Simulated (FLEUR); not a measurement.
# Collinear magnetic orders of Pd/1 ML Co on Pd(111), fcc site, 2 substrate layers with FLEUR, part 2 of 3

Wanted: the moments of Pd/1 ML Co on Pd(111), fcc site, 2 substrate layers and the energy of each order that was tried.

FLEUR MaX-R8.1; PBE; all-electron FLAPW film, Dirac cores, scalar-relativistic bands.

So far, largest spin moment in the muffin-tin sphere (μB): step 2 (run 1 (ferro +)) 2.10.

**3. Start 2: antiferro q=(0,1/2,0) +-**

An opposed order shows whether neighbours prefer unlike signs.

This order needs a doubled cell of 8 atoms. The mesh is halved along the doubled vector, so that both cells sample the same points. The k list default-1 (kpts.xml, not shown) is a Γ-centred 12×6×1 mesh.

inp.xml reads:

```
<?xml version="1.0" encoding="UTF-8" standalone="no"?>
<fleurInput fleurInputVersion="0.39">
   <comment>
      CoPd3
   </comment>
   <calculationSetup>
      <cutoffs Kmax="3.6" Gmax="10.8" GmaxXC="10.8" numbands="0"/>
      <scfLoop itmax="120" minDistance="0.00002" maxIterBroyd="15" imix="Anderson" alpha="0.03" precondParam="0.0" spinf="2.0" sdNocoIR="T"/>
      <coreElectrons ctail="T" frcor="F" kcrel="0" coretail_lmax="0"/>
      <xcFunctional name="pbe" relativisticCorrections="F"/>
      <magnetism jspins="2"/>
      <soc l_soc="F" theta="0.0" phi="0.0" spav="F"/>
      <expertModes spex="0" secvar="F"/>
      <geometryOptimization l_f="F" forcealpha="1.0" forcemix="BFGS" epsdisp="0.00001" epsforce="0.00001"/>
      <ldaU l_linMix="F" mixParam="0.05" spinf="1.0"/>
   </calculationSetup>
   <cell>
      <bzIntegration valenceElectrons="130.0" mode="hist" fermiSmearingEnergy="0.00293995">
         <kPointListSelection listName="default-1"/>
         <xi:include xmlns:xi="http://www.w3.org/2001/XInclude" href="kpts.xml"> </xi:include>
      </bzIntegration>
      <xi:include xmlns:xi="http://www.w3.org/2001/XInclude" href="sym.xml"> </xi:include>
      <filmLattice scale="1.0" dVac="17.67" dTilda="20.17">
         <bravaisMatrixFilm>
            <row-1>    5.2019757148367676    -0.0000006099657985</row-1>
            <row-2>   -5.2019746583475834     9.0100862706821250</row-2>
         </bravaisMatrixFilm>
         <vacuumEnergyParameters vacuum="1" spinUp="-.25" spinDown="-.25"/>
         <vacuumEnergyParameters vacuum="2" spinUp="-.25" spinDown="-.25"/>
      </filmLattice>
   </cell>
   <atomSpecies>
      <species name="Palladium (Pd)" element="Pd" atomicNumber="46">
         <mtSphere radius="2.36" gridPoints="781" logIncrement="0.016"/>
         <atomicCutoffs lmax="8" lnonsphr="6"/>
         <electronConfig flipSpins="F">
            <coreConfig>(1s1/2) (2s1/2) (2p1/2) (2p3/2) (3s1/2) (3p1/2) (3p3/2) (4s1/2) (3d3/2) (3d5/2)</coreConfig>
            <valenceConfig>(4p1/2) (4p3/2) (5s1/2) (4d3/2) (4d5/2)</valenceConfig>
            <stateOccupation state="(5s1/2)" spinUp="0.500000" spinDown="0.500000"/>
            <stateOccupation state="(4d3/2)" spinUp="1.800000" spinDown="1.800000"/>
            <stateOccupation state="(4d5/2)" spinUp="2.700000" spinDown="2.700000"/>
         </electronConfig>
         <energyParameters s="5" p="5" d="4" f="4"/>
         <lo type="SCLO" l="1" n="4" eDeriv="0"/>
      </species>
      <species name="Cobalt (Co2.000" element="Co" atomicNumber="27">
         <mtSphere radius="2.36" gridPoints="781" logIncrement="0.016"/>
         <atomicCutoffs lmax="8" lnonsphr="6"/>
         <electronConfig flipSpins="F">
            <coreConfig>(1s1/2) (2s1/2) (2p1/2) (2p3/2)</coreConfig>
            <valenceConfig>(3s1/2) (3p1/2) (3p3/2) (4s1/2) (3d3/2) (3d5/2)</valenceConfig>
            <stateOccupation state="(3d3/2)" spinUp="1.5" spinDown="1.3"/>
            <stateOccupation state="(3d5/2)" spinUp="3.0" spinDown="1.2"/>
         </electronConfig>
         <energyParameters s="4" p="4" d="3" f="4"/>
         <lo type="SCLO" l="0" n="3" eDeriv="0"/>
         <lo type="SCLO" l="1" n="3" eDeriv="0"/>
      </species>
      <species name="Cobalt (Co-2.000" element="Co" atomicNumber="27">
         <mtSphere radius="2.36" gridPoints="781" logIncrement="0.016"/>
         <atomicCutoffs lmax="8" lnonsphr="6"/>
         <electronConfig flipSpins="F">
            <coreConfig>(1s1/2) (2s1/2) (2p1/2) (2p3/2)</coreConfig>
            <valenceConfig>(3s1/2) (3p1/2) (3p3/2) (4s1/2) (3d3/2) (3d5/2)</valenceConfig>
            <stateOccupation state="(3d3/2)" spinUp="1.3" spinDown="1.5"/>
            <stateOccupation state="(3d5/2)" spinUp="1.2" spinDown="3.0"/>
         </electronConfig>
         <energyParameters s="4" p="4" d="3" f="4"/>
         <lo type="SCLO" l="0" n="3" eDeriv="0"/>
         <lo type="SCLO" l="1" n="3" eDeriv="0"/>
      </species>
   </atomSpecies>
   <atomGroups>
      <atomGroup species="Palladium (Pd)">
         <filmPos label="                   1">.0000000000 .0000000000 -6.0749824538</filmPos>
         <force calculate="T" relaxXYZ="TTT"/>
      </atomGroup>
      <atomGroup species="Palladium (Pd)">
         <filmPos label="                   2">.0000000000 1.000/2.000 -6.0749824538</filmPos>
         <force calculate="T" relaxXYZ="TTT"/>
      </atomGroup>
      <atomGroup species="Palladium (Pd)">
         <filmPos label="                   3">-1.000/3.000 1.000/6.000 -1.8275753021</filmPos>
         <force calculate="T" relaxXYZ="TTT"/>
      </atomGroup>
      <atomGroup species="Palladium (Pd)">
         <filmPos label="                   4">-1.000/3.000 -1.000/3.000 -1.8275753021</filmPos>
         <force calculate="T" relaxXYZ="TTT"/>
      </atomGroup>
      <atomGroup species="Cobalt (Co2.000">
         <filmPos label="                   5">1.000/3.000 1.000/3.000 2.1236842728</filmPos>
         <force calculate="T" relaxXYZ="TTT"/>
      </atomGroup>
      <atomGroup species="Cobalt (Co-2.000">
         <filmPos label="                   6">1.000/3.000 -1.000/6.000 2.1236842728</filmPos>
         <force calculate="T" relaxXYZ="TTT"/>
      </atomGroup>
      <atomGroup species="Palladium (Pd)">
         <filmPos label="                   7">.0000000000 .0000000000 6.0749824538</filmPos>
         <force calculate="T" relaxXYZ="TTT"/>
      </atomGroup>
      <atomGroup species="Palladium (Pd)">
         <filmPos label="                   8">.0000000000 1.000/2.000 6.0749824538</filmPos>
         <force calculate="T" relaxXYZ="TTT"/>
      </atomGroup>
   </atomGroups>
   <output dos="F" band="F" slice="F">
      <bandDOS minEnergy="-.5*Htr" maxEnergy="0.5*Htr" sigma="0.015" storeEVData="T"/>
      <plotting iplot="0" polar="F">
         <plot TwoD="T" vec1="  1.0  0.0  0.0" vec2="  0.0  1.0  0.0" vec3="  0.0  0.0  1.0" zero="  0.0  0.0 -0.5" file="plot"/>
      </plotting>
      <moessbauerParams electricFieldGradient="F" isomerShift="F" coreHyperfine="F" valenceHyperfine="F"/>
   </output>
</fleurInput>
```

crystal.txt reads:

```
CoPd3
&input film=T cartesian=F /
2.75276700000  -0.00000032278  0.00000000000
-2.75276644093  4.76793232278  0.00000000000
0.00000000000  0.00000000000  1.00000000000
1.8897261246
1.0 1.0 1.0

8
46 0.00000000000  0.00000000000  -6.07498245382
46 0.00000000000  0.50000000000  -6.07498245382
46 0.66666650000  0.16666650000  -1.82757530206
46 0.66666650000  0.66666650000  -1.82757530206
27 0.33333350000  0.33333350000  2.12368427282 : 2.000
27 0.33333350000  0.83333350000  2.12368427282 : -2.000
46 0.00000000000  0.00000000000  6.07498245382
46 0.00000000000  0.50000000000  6.07498245382

&kpt div1=12 div2=6 div3=1 gamma=T /
```

The run is started by

```sh
OMP_NUM_THREADS=1 inpgen -f crystal.txt > inpgen.log  # inp.xml is then edited as shown
OMP_NUM_THREADS=1 mpirun -n 4 fleur_MPI > fleur.log
```

The log of the run:

```text
[banner, memory and clock lines left out]
Welcome to FLEUR        (www.flapw.de)
      MaX-Release 8.1          (www.max-centre.eu)

 ========== k-point set info ==========
 Selected k-point list: default-1
 k-point list type: mesh
 0 x 0 x 0
 Number of k points: 40

 ------------Calculation Setup---------------------------
 Number of PE/node        :            4
 Number of OMP-threads    :            1
 k-points in parallel     :            4
 pe's per k-point         :            1
 No of k-point loops      :           10
 Eigenvalue solver        :       lapack
 Number of basis functions:          814
 Approximate size of matrices (H+S) per k-point:         0.020 GB
 Iteration:     1   Distance:      47.02568426 me/bohr^3
 Iteration:     2   Distance:      39.70997706 me/bohr^3
 Iteration:     3   Distance:      37.72762007 me/bohr^3
 Iteration:     4   Distance:      34.76767696 me/bohr^3
 Iteration:     5   Distance:      11.94250268 me/bohr^3
 Iteration:     6   Distance:      19.12123359 me/bohr^3
 Iteration:     7   Distance:      18.62687480 me/bohr^3
 Iteration:     8   Distance:       8.36317466 me/bohr^3
 Iteration:     9   Distance:      14.58073742 me/bohr^3
 Iteration:    10   Distance:       5.14495635 me/bohr^3
[... 63 iterations left out ...]
 Iteration:    74   Distance:       0.00018498 me/bohr^3
 Iteration:    75   Distance:       0.00010978 me/bohr^3
 Iteration:    76   Distance:       0.00007704 me/bohr^3
 Iteration:    77   Distance:       0.00010895 me/bohr^3
 Iteration:    78   Distance:       0.00003813 me/bohr^3
 Iteration:    79   Distance:       0.00003228 me/bohr^3
 Iteration:    80   Distance:       0.00002721 me/bohr^3
 Iteration:    81   Distance:       0.00003288 me/bohr^3
 Iteration:    82   Distance:       0.00002691 me/bohr^3
 Iteration:    83   Distance:       0.00001491 me/bohr^3

 ********************************************************************
 Run finished successfully
 Stop message:
   all done
 ********************************************************************

--- out.xml (last complete iteration) ---
<iteration numberForCurrentRun="   83" overallNumber="   83">
         [... left out ...]
         <bandgap value="0.0000003823" units="eV"/>
         <sumValenceSingleParticleEnergies value="-135.6139051625" units="Htr"/>
         <FermiEnergy value="-0.1773329153" units="Htr"/>
         <valenceDensity>
            <mtCharges spin="1">
               <mtCharge atomType="1" total="7.2127493" s="0.1445883" p="3.0717743" d="3.9827545" f="0.0106540"/>
               <mtCharge atomType="2" total="7.2210691" s="0.1511520" p="3.0703065" d="3.9862662" f="0.0104110"/>
               <mtCharge atomType="3" total="7.2853639" s="0.1566281" p="3.1093246" d="4.0008700" f="0.0146794"/>
               <mtCharge atomType="4" total="7.2049550" s="0.1593114" p="3.1114196" d="3.9157150" f="0.0146978"/>
               <mtCharge atomType="5" total="8.9661146" s="1.2081523" p="3.1809605" d="4.5589337" f="0.0137211"/>
               <mtCharge atomType="6" total="6.9677748" s="1.1938119" p="3.1682110" d="2.5877369" f="0.0136196"/>
               <mtCharge atomType="7" total="7.1935956" s="0.1594045" p="3.0765031" d="3.9448126" f="0.0100917"/>
               <mtCharge atomType="8" total="7.2609124" s="0.1572764" p="3.0771608" d="4.0133510" f="0.0102757"/>
            </mtCharges>
            <mtCharges spin="2">
               <mtCharge atomType="1" total="7.2210701" s="0.1511525" p="3.0703066" d="3.9862666" f="0.0104110"/>
               <mtCharge atomType="2" total="7.2127488" s="0.1445879" p="3.0717742" d="3.9827545" f="0.0106540"/>
               <mtCharge atomType="3" total="7.2049553" s="0.1593116" p="3.1114197" d="3.9157150" f="0.0146978"/>
               <mtCharge atomType="4" total="7.2853636" s="0.1566279" p="3.1093245" d="4.0008700" f="0.0146794"/>
               <mtCharge atomType="5" total="6.9677736" s="1.1938117" p="3.1682110" d="2.5877360" f="0.0136196"/>
               <mtCharge atomType="6" total="8.9661142" s="1.2081525" p="3.1809607" d="4.5589328" f="0.0137211"/>
               <mtCharge atomType="7" total="7.2609128" s="0.1572770" p="3.0771610" d="4.0133506" f="0.0102757"/>
               <mtCharge atomType="8" total="7.1935941" s="0.1594041" p="3.0765030" d="3.9448116" f="0.0100917"/>
            </mtCharges>
            <spinDependentCharge spin="1" total="65.0000009" interstitial="5.4861169" mtSpheres="59.3125348" vacuum1="0.1005676" vacuum2="0.1007816"/>
            <spinDependentCharge spin="2" total="64.9999999" interstitial="5.4861178" mtSpheres="59.3125325" vacuum1="0.1005678" vacuum2="0.1007818"/>
            <totalCharge value="130.0000007778"/>
         </valenceDensity>
         [... left out ...]
         <magneticMomentsInMTSpheres units="muBohr">
            <globalMagMoment atomType="1" vec="0.00000   0.00000  -0.00832"/>
            <localMagMoment atomType="1" vec="0.00000   0.00000  -0.00832"/>
            <globalMagMoment atomType="2" vec="0.00000   0.00000   0.00832"/>
            <localMagMoment atomType="2" vec="0.00000   0.00000   0.00832"/>
            <globalMagMoment atomType="3" vec="0.00000   0.00000   0.08041"/>
            <localMagMoment atomType="3" vec="0.00000   0.00000   0.08041"/>
            <globalMagMoment atomType="4" vec="0.00000   0.00000  -0.08041"/>
            <localMagMoment atomType="4" vec="0.00000   0.00000  -0.08041"/>
            <globalMagMoment atomType="5" vec="0.00000   0.00000   1.99834"/>
            <localMagMoment atomType="5" vec="0.00000   0.00000   1.99834"/>
            <globalMagMoment atomType="6" vec="0.00000   0.00000  -1.99834"/>
            <localMagMoment atomType="6" vec="0.00000   0.00000  -1.99834"/>
            <globalMagMoment atomType="7" vec="0.00000   0.00000  -0.06732"/>
            <localMagMoment atomType="7" vec="0.00000   0.00000  -0.06732"/>
            <globalMagMoment atomType="8" vec="0.00000   0.00000   0.06732"/>
            <localMagMoment atomType="8" vec="0.00000   0.00000   0.06732"/>
         </magneticMomentsInMTSpheres>
         <orbitalMomentsInMTSpheres units="muBohr">
[... rest left out ...]
```

Elapsed: 20 min, on 4 MPI ranks of Intel Xeon Platinum 8488C (Sapphire Rapids), shared host; peak memory 1.7 GiB.

Spin moment in the muffin-tin sphere by atom:

| atom | spin moment in the muffin-tin sphere (μB) |
| --- | --- |
| Pd1 | -0.01 |
| Pd2 | 0.01 |
| Pd3 | 0.08 |
| Pd4 | -0.08 |
| Co5 | 2.00 |
| Co6 | -2.00 |
| Pd7 | -0.07 |
| Pd8 | 0.07 |

Numbers from this step:

```yaml
free_energy: -899857.1911 eV
program_s_band_gap_on_this_mesh_in_a_metal_only_a_level_spacing: 3.82e-7 eV
magnetization: 0 μB
final_state: antiferromagnetic
```

It lies 210 meV a seeded atom over the first start, and its largest moment is 2.00 μB against 2.10 μB.

**4. Start 3: no spin polarisation**

Without spin polarisation no moment can form, so the difference from the other runs is what forming moments gains.

The k list default-1 (kpts.xml, not shown) is a Γ-centred 12×12×1 mesh.

inp.xml reads:

```
<?xml version="1.0" encoding="UTF-8" standalone="no"?>
<fleurInput fleurInputVersion="0.39">
   <comment>
      CoPd3
   </comment>
   <calculationSetup>
      <cutoffs Kmax="3.6" Gmax="10.8" GmaxXC="10.8" numbands="0"/>
      <scfLoop itmax="120" minDistance="0.00002" maxIterBroyd="15" imix="Anderson" alpha="0.03" precondParam="0.0" spinf="2.0" sdNocoIR="T"/>
      <coreElectrons ctail="T" frcor="F" kcrel="0" coretail_lmax="0"/>
      <xcFunctional name="pbe" relativisticCorrections="F"/>
      <magnetism jspins="1"/>
      <soc l_soc="F" theta="0.0" phi="0.0" spav="F"/>
      <expertModes spex="0" secvar="F"/>
      <geometryOptimization l_f="F" forcealpha="1.0" forcemix="BFGS" epsdisp="0.00001" epsforce="0.00001"/>
      <ldaU l_linMix="F" mixParam="0.05" spinf="1.0"/>
   </calculationSetup>
   <cell>
      <bzIntegration valenceElectrons="65.0" mode="hist" fermiSmearingEnergy="0.00293995">
         <kPointListSelection listName="default-1"/>
         <xi:include xmlns:xi="http://www.w3.org/2001/XInclude" href="kpts.xml"> </xi:include>
      </bzIntegration>
      <xi:include xmlns:xi="http://www.w3.org/2001/XInclude" href="sym.xml"> </xi:include>
      <filmLattice scale="1.0" dVac="17.67" dTilda="20.17">
         <bravaisMatrixFilm>
            <row-1>    5.2019755482385133    -0.0000004337677346</row-1>
            <row-2>   -2.6009873984606005     4.5050431915226197</row-2>
         </bravaisMatrixFilm>
         <vacuumEnergyParameters vacuum="1" spinUp="-.25" spinDown="-.25"/>
         <vacuumEnergyParameters vacuum="2" spinUp="-.25" spinDown="-.25"/>
      </filmLattice>
   </cell>
   <atomSpecies>
      <species name="Palladium (Pd)" element="Pd" atomicNumber="46">
         <mtSphere radius="2.36" gridPoints="781" logIncrement="0.016"/>
         <atomicCutoffs lmax="8" lnonsphr="6"/>
         <electronConfig flipSpins="F">
            <coreConfig>(1s1/2) (2s1/2) (2p1/2) (2p3/2) (3s1/2) (3p1/2) (3p3/2) (4s1/2) (3d3/2) (3d5/2)</coreConfig>
            <valenceConfig>(4p1/2) (4p3/2) (5s1/2) (4d3/2) (4d5/2)</valenceConfig>
            <stateOccupation state="(5s1/2)" spinUp="0.500000" spinDown="0.500000"/>
            <stateOccupation state="(4d3/2)" spinUp="1.800000" spinDown="1.800000"/>
            <stateOccupation state="(4d5/2)" spinUp="2.700000" spinDown="2.700000"/>
         </electronConfig>
         <energyParameters s="5" p="5" d="4" f="4"/>
         <lo type="SCLO" l="1" n="4" eDeriv="0"/>
      </species>
      <species name="Cobalt (Co)" element="Co" atomicNumber="27">
         <mtSphere radius="2.36" gridPoints="781" logIncrement="0.016"/>
         <atomicCutoffs lmax="8" lnonsphr="6"/>
         <electronConfig flipSpins="F">
            <coreConfig>(1s1/2) (2s1/2) (2p1/2) (2p3/2)</coreConfig>
            <valenceConfig>(3s1/2) (3p1/2) (3p3/2) (4s1/2) (3d3/2) (3d5/2)</valenceConfig>
            <stateOccupation state="(3d3/2)" spinUp="1.400000" spinDown="1.400000"/>
            <stateOccupation state="(3d5/2)" spinUp="2.100000" spinDown="2.100000"/>
         </electronConfig>
         <energyParameters s="4" p="4" d="3" f="4"/>
         <lo type="SCLO" l="0" n="3" eDeriv="0"/>
         <lo type="SCLO" l="1" n="3" eDeriv="0"/>
      </species>
   </atomSpecies>
   <atomGroups>
      <atomGroup species="Palladium (Pd)">
         <filmPos label="                   1">.0000000000 .0000000000 -6.0749824538</filmPos>
         <force calculate="T" relaxXYZ="TTT"/>
      </atomGroup>
      <atomGroup species="Palladium (Pd)">
         <filmPos label="                   2">-1.000/3.000 1.000/3.000 -1.8275753021</filmPos>
         <force calculate="T" relaxXYZ="TTT"/>
      </atomGroup>
      <atomGroup species="Cobalt (Co)">
         <filmPos label="                   3">1.000/3.000 -1.000/3.000 2.1236842728</filmPos>
         <force calculate="T" relaxXYZ="TTT"/>
      </atomGroup>
      <atomGroup species="Palladium (Pd)">
         <filmPos label="                   4">.0000000000 .0000000000 6.0749824538</filmPos>
         <force calculate="T" relaxXYZ="TTT"/>
      </atomGroup>
   </atomGroups>
   <output dos="F" band="F" slice="F">
      <bandDOS minEnergy="-.5*Htr" maxEnergy="0.5*Htr" sigma="0.015" storeEVData="T"/>
      <plotting iplot="0" polar="F">
         <plot TwoD="T" vec1="  1.0  0.0  0.0" vec2="  0.0  1.0  0.0" vec3="  0.0  0.0  1.0" zero="  0.0  0.0 -0.5" file="plot"/>
      </plotting>
      <moessbauerParams electricFieldGradient="F" isomerShift="F" coreHyperfine="F" valenceHyperfine="F"/>
   </output>
</fleurInput>
```

crystal.txt reads:

```
CoPd3
&input film=T cartesian=F /
2.75276691184  -0.00000022954  0.00000000000
-1.37638325713  2.38396619112  0.00000000000
0.00000000000  0.00000000000  1.00000000000
1.8897261246
1.0 1.0 1.0

4
46 0.00000000000  0.00000000000  -6.07498245382
46 0.66666666667  0.33333333333  -1.82757530206
27 0.33333333333  0.66666666667  2.12368427282
46 0.00000000000  0.00000000000  6.07498245382

&kpt div1=12 div2=12 div3=1 gamma=T /
```

The log of the run:

```text
[banner, memory and clock lines left out]
Welcome to FLEUR        (www.flapw.de)
      MaX-Release 8.1          (www.max-centre.eu)

 ========== k-point set info ==========
 Selected k-point list: default-1
 k-point list type: mesh
 0 x 0 x 0
 Number of k points: 20

 [... set-up left out ...]
 Iteration:     1   Distance:      48.51850206 me/bohr^3
 Iteration:     2   Distance:      45.97766181 me/bohr^3
 Iteration:     3   Distance:      31.58763597 me/bohr^3
 Iteration:     4   Distance:      29.37396234 me/bohr^3
 Iteration:     5   Distance:      14.50532494 me/bohr^3
[...]
<FermiEnergy value="-0.1832368268" units="Htr"/>
         [... left out ...]
         <totalEnergy value="   -16534.5488505375" units="Htr">
            <sumOfEigenvalues value="    -9928.9657802559">
               <coreElectrons value="-9861.1360893691"/>
               <valenceElectrons value="-67.8296908869"/>
            </sumOfEigenvalues>
         [... left out ...]
            <freeEnergy value="-16534.5574857083"/>
            <extrapolationTo0K value="-16534.5531681229"/>
         </totalEnergy>
         <densityConvergence units="me/bohr^3">
            <chargeDensity spin="1" distance="0.0000126290"/>
         </densityConvergence>
      </iteration>
```

The job ended after 41 s (4 MPI ranks; peak memory 0.32 GiB).

Numbers from this step:

```
free energy                                                       : -449928.2302 eV
program's band gap on this mesh (in a metal only a level spacing) : 0.01044 eV
final state                                                       : non-magnetic (no spin polarisation)
```

It lies 575 meV a seeded atom over the first start.

**5. Ranking**

Free energies are divided by the number of seeded atoms, so that cells of unlike size compare. Wavevectors q in the names are fractions of the primitive cell's reciprocal vectors.

Orders:

| start | final state | typed order kept | energy over the lowest (meV a seeded atom) | largest sphere moment (μB) | net moment (μB a primitive cell) | mesh matched | CPU time (s) |
| --- | --- | --- | --- | --- | --- | --- | --- |
| ferro + | ferromagnetic | yes | 0 | 2.101 | 2.827 | yes | 372.7 |
| antiferro q=(0,1/2,0) +- | antiferromagnetic | yes | 210.1 | 1.998 | 0 | yes | 4807 |
| no spin polarisation | non-magnetic | - | 575.5 | 0 | 0 | yes | 161.7 |

(Part 2 of 3 ends here.)

[Logs and program files are shortened in this print: banners, set-up blocks, solver, clock and traceback lines can be left out without a mark of their own.]

[Logs are printed without paths, hosts, clocks, repeated set-up lines and the standing remarks that a program may print on its own settings, such as how far it seeks lower states.]

[Hosts, paths, dates, database ids (printed as entryN), source tags and the programs' standing remarks are cut or masked in the printed files.]

[Where a cell is said to come from a database of computed structures, the database is the Materials Project.]
